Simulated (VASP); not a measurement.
# Cs (I4/mmm) in VASP: notebook

One crystal, Cs, is run at these levels: PBE; tasks: single point.

All numbers are computed with VASP 6.6.1; they aren't measurements. Logs are shortened: lines on timing, memory, paths and dates and some standing lists are left out, and cuts for length are marked.

## (1) Starting point

It takes space group I4/mmm (No. 139, tetragonal). Conventional cell: a = 5.500 Å, b = 5.500 Å, c = 8.194 Å, α = 90.00°, β = 90.00°, γ = 90.00°.

This isn't the form of Cs at room conditions, which is bcc.

## (2) Single point, PBE

INCAR

```
PREC = Accurate
ENCUT = 350
EDIFF = 1E-6
ISMEAR = 1
SIGMA = 0.15
LREAL = False
LASPH = True
NELM = 100
ALGO = Normal
ISIF = 2
LWAVE = False
LCHARG = False
GGA = PE
NBANDS = 10
ADDGRID = False
```

KPOINTS

```
regular mesh
0
Gamma
  10 10 10
```

POSCAR

```
Cs
1.0
   -2.6528630000      2.7200140000      3.9488130000
    2.8833600000     -2.6988260000      4.0893020000
    2.7318000000      2.7777640000     -3.9345920000
Cs
1
Direct
    0.0073440000      0.0133040000      0.0001460000
```

Potentials or basis: VASP PAW PBE potentials, release 64 (Cs_sv).

On the command line:

```
cat potpaw_PBE.64/Cs_sv/POTCAR > POTCAR
mpirun -np 1 vasp_std > vasp.out
```

OUTCAR:

```text
PREC = Accurate
   ENCUT = 350
   EDIFF = 1E-6
   ISMEAR = 1
   LREAL = False
   LASPH = True
   NELM = 100
   ISIF = 2
   GGA = PE

 Found    504 irreducible k-points:

 Following reciprocal coordinates:
            Coordinates               Weight
  0.000000  0.000000  0.000000      1.000000
  0.100000 -0.000000  0.000000      2.000000
  0.200000 -0.000000  0.000000      2.000000
  0.300000  0.000000 -0.000000      2.000000
  0.400000 -0.000000  0.000000      2.000000
  0.500000  0.000000  0.000000      1.000000
   k-points           NKPTS =    504   k-points in BZ     NKDIM =    504   number of bands    NBANDS=     10
   number of dos      NEDOS =    301   number of ions     NIONS =      1
   total plane-waves  NPLWV =  46656
   dimension x,y,z NGX =    36 NGY =   36 NGZ =   36
   dimension x,y,z NGXF=    72 NGYF=   72 NGZF=   72
   ions per type =               1
   NGX,Y,Z   is equivalent  to a cutoff of  10.92, 10.53, 10.81 a.u.
   NGXF,Y,Z  is equivalent  to a cutoff of  21.84, 21.05, 21.62 a.u.
 SYSTEM =  unknown system
   PREC   = accura    normal or accurate (medium, high low for compatibility)
   ISTART =      0    job   : 0-new  1-cont  2-samecut
   ICHARG =      2    charge: 1-file 2-atom 10-const
   ISPIN  =      1    spin polarized calculation?
   LNONCOLLINEAR =      F non collinear calculations
   LSORBIT =      F    spin-orbit coupling
   LASPH  =      T    aspherical Exc in radial PAW
   ENCUT  =  350.0 eV  25.72 Ry    5.07 a.u.   8.36  8.67  8.45*2*pi/ulx,y,z
   NELM   =    100;   NELMIN=  2; NELMDL= -5     # of ELM steps
   EDIFF  = 0.1E-05   stopping-criterion for ELM
   LREAL  =      F    real-space projection
   EDIFFG = 0.1E-04   stopping-criterion for IOM
   NSW    =      0    number of steps for IOM
   IBRION =     -1    ionic relax: 0-MD 1-quasi-New 2-CG
   NFREE  =      0    steps in history (QN), initial steepest desc. (CG)
   ISIF   =      2    stress and relaxation
   ISYM   =      2    0-nonsym 1-usesym 2-fastsym
   POTIM  = 0.5000    time-step for ionic-motion
   TEBEG  =    0.0;   TEEND  =   0.0 temperature during run
   PSTRESS=    0.0 pullay stress
   NELECT =       9.0000    total number of electrons
   NUPDOWN=      -1.0000    fix difference up-down
   EMIN   =  10.00;   EMAX   =-10.00  energy-range for DOS
   EFERMI =   0.00;   METHOD = LEGACY
   ISMEAR =     1;   SIGMA  =   0.15  broadening in eV -4-tet -1-fermi 0-gaus
   EFERMI_NEDOS =   21; number of points for ismear=-14 and -15
   IALGO  =     38    algorithm
   IMIX   =      4    mixing-type and parameters
     AMIX     =   0.40;   BMIX     =  1.00
     AMIX_MAG =   1.60;   BMIX_MAG =  1.00
  volume/ion in A,a.u.               =     123.95       836.44
  Fermi-wavevector in a.u.,A,eV,Ry     =   0.682981  1.290648  6.346621  0.466464
  Thomas-Fermi vector in A             =   1.762213
   LORBIT       =      0    0 simple, 1 ext, 2 COOP (PROOUT), +10 PAW based schemes
   GGA     = PE    functional components
   LHFCALC =     F    Hartree Fock is set to
   AEXX    =    0.0000 exact exchange contribution
   IVDW    =     0    specifies the selected vdW correction
   LEPSILON=     F    determine dielectric tensor
   LRPA    =     F    only Hartree local field effects (RPA)
 non-spin polarized calculation
 Methfessel and Paxton  Order N= 1 SIGMA  =   0.15
  energy-cutoff  :      350.00
  volume of cell :      123.95
 maximum number of plane-waves:      1865
 NGX is ok and might be reduce to    36

 number of electron       9.0000000 magnetization

 Free energy of the ion-electron system (eV)
  ---------------------------------------------------
  ext. energy  EPLUGINS =         0.00000000
  ---------------------------------------------------
  free energy    TOTEN  =        -0.84645726 eV

  energy without entropy =       -0.84531301  energy(sigma->0) =       -0.84607584

 E-fermi :   0.2628     XC(G=0):  -5.2218

 val. band max:        0.2580400577   @ k =   0.5000   0.1000   0.3000
 cond. band min:       0.2673314800   @ k =   0.2000   0.5000   0.1000
 fundamental gap:      0.0092914223
 Fermi energy:         0.2628181896

 k-point     1 :       0.0000    0.0000    0.0000
  band No.  band energies     occupation
      1     -23.6234      2.00000
      2     -10.3840      2.00000
      3     -10.3767      2.00000
      4     -10.3755      2.00000
      5      -1.3292      2.00000
      6       2.4851     -0.00000
      7       2.7455     -0.00000
      8       2.7984     -0.00000
      9       3.6082      0.00000
     10       3.7917      0.00000

 k-point     2 :       0.1000   -0.0000    0.0000
  band No.  band energies     occupation
      1     -23.6229      2.00000
      2     -10.3885      2.00000
      3     -10.3835      2.00000
      4     -10.3778      2.00000
      5      -1.2309      2.00000
      6       2.4489     -0.00000
      7       2.6607     -0.00000
      8       2.8194     -0.00000
      9       3.5342      0.00000
     10       3.6790      0.00000

 k-point     3 :       0.2000   -0.0000    0.0000
  band No.  band energies     occupation
      1     -23.6218      2.00000
      2     -10.4159      2.00000
      3     -10.3862      2.00000
      4     -10.3830      2.00000
      5      -0.9486      2.00000
      6       2.1089     -0.00000
      7       2.6658     -0.00000
      8       2.8799     -0.00000
      9       3.4988      0.00000
     10       3.5486      0.00000

 k-point     4 :       0.3000    0.0000   -0.0000
  band No.  band energies     occupation
      1     -23.6204      2.00000
      2     -10.4500      2.00000
      3     -10.3898      2.00000
      4     -10.3884      2.00000
      5      -0.5214      2.00000
      6       1.6808     -0.00000
      7       2.6150     -0.00000
      8       2.7851     -0.00000
      9       3.6726      0.00000
     10       3.7949      0.00000

 k-point     5 :       0.4000   -0.0000    0.0000
  band No.  band energies     occupation
      1     -23.6193      2.00000
      2     -10.4772      2.00000
      3     -10.3947      2.00000
      4     -10.3907      2.00000
      5      -0.0293      2.01888
      6       1.2613     -0.00000
      7       2.5098     -0.00000
      8       2.6638     -0.00000
      9       3.9905      0.00000
     10       4.2720      0.00000

 k-point     6 :       0.5000    0.0000    0.0000
  band No.  band energies     occupation
      1     -23.6188      2.00000
      2     -10.4875      2.00000
      3     -10.3966      2.00000
      4     -10.3915      2.00000
      5       0.2810      0.79639
      6       0.9946     -0.00000
      7       2.4638     -0.00000
      8       2.6165     -0.00000
      9       4.1353      0.00000
     10       4.5751      0.00000

 [... further k-points ...]

------------------------ aborting loop because EDIFF is reached ----------------------------------------

  FORCE on cell =-STRESS in cart. coord.  units (eV):
  Direction    XX          YY          ZZ          XY          YZ          ZX
  --------------------------------------------------------------------------------------
  -------------------------------------------------------------------------------------
  Total       -0.1025590     -0.0609407     -0.0879062     -0.0031034     -0.0034958     -0.0482652
  in kB       -1.3256956     -0.7877308     -1.1362914     -0.0401149     -0.0451872     -0.6238846
  external PRESSURE =      -1.0832393 kB  Pullay stress =       0.0000000 kB

 VOLUME and BASIS-vectors are now :
 -----------------------------------------------------------------------------
  energy-cutoff  :      350.00
  volume of cell :      123.95
      direct lattice vectors                 reciprocal lattice vectors
    -2.652863000  2.720014000  3.948813000    -0.005972949  0.181656419  0.124099719
     2.883360000 -2.698826000  4.089302000     0.174839185 -0.002819191  0.119401107
     2.731800000  2.777764000 -3.934592000     0.175719406  0.179382947 -0.005511685

 POSITION                                       TOTAL-FORCE (eV/Angst)
 -----------------------------------------------------------------------------------
      0.01928     -0.01552      0.08283         0.000000      0.000000      0.000000
 -----------------------------------------------------------------------------------
    total drift:                               -0.000002     -0.000000      0.000002

  FREE ENERGIE OF THE ION-ELECTRON SYSTEM (eV)
  ---------------------------------------------------
  free  energy   TOTEN  =        -0.8464572610 eV

  energy  without entropy=       -0.8453130059  energy(sigma->0) =       -0.84607584
```

Run time: 2 min. Hardware: 1 thread of Intel Xeon Platinum 8488C (Sapphire Rapids), shared host; peak memory 0.43 GiB.

These settings aren't checked as converged: the numbers below hold their error.

What came out:

```
Free energy            : -0.8465 eV
Pressure               : -0.1 GPa
Band gap on the k mesh : none (metal or under the smearing width)
```

## (3) Single point, PBE

This run uses another cell than the first one, of the same volume but with other edges.

INCAR, as its differences from that of step 2:

```diff
@@ -1,3 +1,3 @@
 PREC = Accurate
-ENCUT = 350
+ENCUT = 450
 EDIFF = 1E-6
```

KPOINTS is that of step 2.

POSCAR

```
Cs
1.0
   -2.7500754600      2.7500754600      4.0972389800
    2.7500754600     -2.7500754600      4.0972389800
    2.7500754600      2.7500754600     -4.0972389800
Cs
1
Direct
    0.0000000000      0.0000000000      0.0000000000
```

Potentials or basis: VASP PAW PBE potentials, release 64 (Cs_sv).

On the command line:

```
cat potpaw_PBE.64/Cs_sv/POTCAR > POTCAR
mpirun -np 1 vasp_std > vasp.out
```

OUTCAR:

```text
PREC = Accurate
   ENCUT = 450
   EDIFF = 1E-6
   ISMEAR = 1
   LREAL = False
   LASPH = True
   NELM = 100
   ISIF = 2
   GGA = PE

 Found    102 irreducible k-points:

 Following reciprocal coordinates:
            Coordinates               Weight
  0.000000  0.000000  0.000000      1.000000
  0.100000  0.000000  0.000000      8.000000
  0.200000  0.000000  0.000000      8.000000
  0.300000 -0.000000  0.000000      8.000000
  0.400000  0.000000  0.000000      8.000000
  0.500000 -0.000000  0.000000      4.000000
   k-points           NKPTS =    102   k-points in BZ     NKDIM =    102   number of bands    NBANDS=     10
   number of dos      NEDOS =    301   number of ions     NIONS =      1
   total plane-waves  NPLWV =  64000
   dimension x,y,z NGX =    40 NGY =   40 NGZ =   40
   dimension x,y,z NGXF=    80 NGYF=   80 NGZF=   80
   ions per type =               1
   NGX,Y,Z   is equivalent  to a cutoff of  11.77, 11.77, 11.77 a.u.
   NGXF,Y,Z  is equivalent  to a cutoff of  23.54, 23.54, 23.54 a.u.
 SYSTEM =  unknown system
   PREC   = accura    normal or accurate (medium, high low for compatibility)
   ISTART =      0    job   : 0-new  1-cont  2-samecut
   ICHARG =      2    charge: 1-file 2-atom 10-const
   ISPIN  =      1    spin polarized calculation?
   LNONCOLLINEAR =      F non collinear calculations
   LSORBIT =      F    spin-orbit coupling
   LASPH  =      T    aspherical Exc in radial PAW
   ENCUT  =  450.0 eV  33.07 Ry    5.75 a.u.   9.77  9.77  9.77*2*pi/ulx,y,z
   NELM   =    100;   NELMIN=  2; NELMDL= -5     # of ELM steps
   EDIFF  = 0.1E-05   stopping-criterion for ELM
   LREAL  =      F    real-space projection
   EDIFFG = 0.1E-04   stopping-criterion for IOM
   NSW    =      0    number of steps for IOM
   IBRION =     -1    ionic relax: 0-MD 1-quasi-New 2-CG
   NFREE  =      0    steps in history (QN), initial steepest desc. (CG)
   ISIF   =      2    stress and relaxation
   ISYM   =      2    0-nonsym 1-usesym 2-fastsym
   POTIM  = 0.5000    time-step for ionic-motion
   TEBEG  =    0.0;   TEEND  =   0.0 temperature during run
   PSTRESS=    0.0 pullay stress
   NELECT =       9.0000    total number of electrons
   NUPDOWN=      -1.0000    fix difference up-down
   EMIN   =  10.00;   EMAX   =-10.00  energy-range for DOS
   EFERMI =   0.00;   METHOD = LEGACY
   ISMEAR =     1;   SIGMA  =   0.15  broadening in eV -4-tet -1-fermi 0-gaus
   EFERMI_NEDOS =   21; number of points for ismear=-14 and -15
   IALGO  =     38    algorithm
   IMIX   =      4    mixing-type and parameters
     AMIX     =   0.40;   BMIX     =  1.00
     AMIX_MAG =   1.60;   BMIX_MAG =  1.00
  volume/ion in A,a.u.               =     123.95       836.44
  Fermi-wavevector in a.u.,A,eV,Ry     =   0.682981  1.290648  6.346621  0.466463
  Thomas-Fermi vector in A             =   1.762213
   LORBIT       =      0    0 simple, 1 ext, 2 COOP (PROOUT), +10 PAW based schemes
   GGA     = PE    functional components
   LHFCALC =     F    Hartree Fock is set to
   AEXX    =    0.0000 exact exchange contribution
   IVDW    =     0    specifies the selected vdW correction
   LEPSILON=     F    determine dielectric tensor
   LRPA    =     F    only Hartree local field effects (RPA)
 non-spin polarized calculation
 Methfessel and Paxton  Order N= 1 SIGMA  =   0.15
  energy-cutoff  :      450.00
  volume of cell :      123.95
 maximum number of plane-waves:      2719
   NGX = 19   NGY = 19   NGZ = 19

 number of electron       9.0000001 magnetization

 Free energy of the ion-electron system (eV)
  ---------------------------------------------------
  ext. energy  EPLUGINS =         0.00000000
  ---------------------------------------------------
  free energy    TOTEN  =        -0.84803795 eV

  energy without entropy =       -0.84662195  energy(sigma->0) =       -0.84756595

 E-fermi :   0.2579     XC(G=0):  -5.2221

 val. band max:        0.2189573859   @ k =  -0.2000   0.4000   0.1000
 cond. band min:       0.2661787198   @ k =   0.5000  -0.0000   0.0000
 fundamental gap:      0.0472213338
 Fermi energy:         0.2579099890

 k-point     1 :       0.0000    0.0000    0.0000
  band No.  band energies     occupation
      1     -23.6234      2.00000
      2     -10.3789      2.00000
      3     -10.3776      2.00000
      4     -10.3776      2.00000
      5      -1.3294      2.00000
      6       2.5767     -0.00000
      7       2.7391     -0.00000
      8       2.7391     -0.00000
      9       3.5211      0.00000
     10       3.8416      0.00000

 k-point     2 :       0.1000    0.0000    0.0000
  band No.  band energies     occupation
      1     -23.6230      2.00000
      2     -10.3883      2.00000
      3     -10.3803      2.00000
      4     -10.3787      2.00000
      5      -1.2324      2.00000
      6       2.4767     -0.00000
      7       2.6861     -0.00000
      8       2.7872     -0.00000
      9       3.4566      0.00000
     10       3.7415      0.00000

 k-point     3 :       0.2000    0.0000    0.0000
  band No.  band energies     occupation
      1     -23.6219      2.00000
      2     -10.4149      2.00000
      3     -10.3849      2.00000
      4     -10.3813      2.00000
      5      -0.9533      2.00000
      6       2.0944     -0.00000
      7       2.6973     -0.00000
      8       2.8651     -0.00000
      9       3.4468      0.00000
     10       3.6233      0.00000

 k-point     4 :       0.3000   -0.0000    0.0000
  band No.  band energies     occupation
      1     -23.6206      2.00000
      2     -10.4473      2.00000
      3     -10.3905      2.00000
      4     -10.3846      2.00000
      5      -0.5305      2.00000
      6       1.6630     -0.00000
      7       2.5992     -0.00000
      8       2.8152     -0.00000
      9       3.7205      0.00000
     10       3.7791      0.00000

 k-point     5 :       0.4000    0.0000    0.0000
  band No.  band energies     occupation
      1     -23.6196      2.00000
      2     -10.4731      2.00000
      3     -10.3950      2.00000
      4     -10.3872      2.00000
      5      -0.0425      2.01583
      6       1.2424     -0.00000
      7       2.4825     -0.00000
      8       2.7058     -0.00000
      9       4.1409      0.00000
     10       4.1625      0.00000

 k-point     6 :       0.5000   -0.0000    0.0000
  band No.  band energies     occupation
      1     -23.6192      2.00000
      2     -10.4829      2.00000
      3     -10.3968      2.00000
      4     -10.3882      2.00000
      5       0.2662      0.90685
      6       0.9749     -0.00000
      7       2.4359     -0.00000
      8       2.6595     -0.00000
      9       4.3759      0.00000
     10       4.4485      0.00000

 [... further k-points ...]

------------------------ aborting loop because EDIFF is reached ----------------------------------------

  FORCE on cell =-STRESS in cart. coord.  units (eV):
  Direction    XX          YY          ZZ          XY          YZ          ZX
  --------------------------------------------------------------------------------------
  -------------------------------------------------------------------------------------
  Total       -0.0699821     -0.0699821     -0.0902043      0.0000000     -0.0000000      0.0000000
  in kB       -0.9046006     -0.9046006     -1.1659964      0.0000000     -0.0000000      0.0000000
  external PRESSURE =      -0.9917325 kB  Pullay stress =       0.0000000 kB

 VOLUME and BASIS-vectors are now :
 -----------------------------------------------------------------------------
  energy-cutoff  :      450.00
  volume of cell :      123.95
      direct lattice vectors                 reciprocal lattice vectors
    -2.750075460  2.750075460  4.097238980     0.000000000  0.181813193  0.122033399
     2.750075460 -2.750075460  4.097238980     0.181813193  0.000000000  0.122033399
     2.750075460  2.750075460 -4.097238980     0.181813193  0.181813193  0.000000000

 POSITION                                       TOTAL-FORCE (eV/Angst)
 -----------------------------------------------------------------------------------
      0.00000      0.00000      0.00000         0.000000      0.000000      0.000000
 -----------------------------------------------------------------------------------
    total drift:                               -0.000000     -0.000000     -0.000000

  FREE ENERGIE OF THE ION-ELECTRON SYSTEM (eV)
  ---------------------------------------------------
  free  energy   TOTEN  =        -0.8480379509 eV

  energy  without entropy=       -0.8466219534  energy(sigma->0) =       -0.84756595
```

stdout:

```text
POSCAR found type information on POSCAR Cs
 POSCAR found :  1 types and       1 ions
 scaLAPACK will be used
 LDA part: xc-table for (Slater+PW92), standard interpolation
 POSCAR, INCAR and KPOINTS ok, starting setup
 FFT: planning ... GRIDC
 FFT: planning ... GRID_SOFT
 FFT: planning ... GRID
 WAVECAR not read
 entering main loop
```

Run time: 42 s. Hardware: 1 thread of Intel Xeon Platinum 8488C (Sapphire Rapids), shared host; peak memory 0.28 GiB.

The run converged, but some of its settings lie outside the range that counts as converged, so its numbers aren't taken as properties of the crystal.

What came out:

* Free energy: -0.8480 eV
* Pressure: -0.1 GPa
* Band gap on the k mesh: none (metal or under the smearing width)

[end of part 1 of 2]
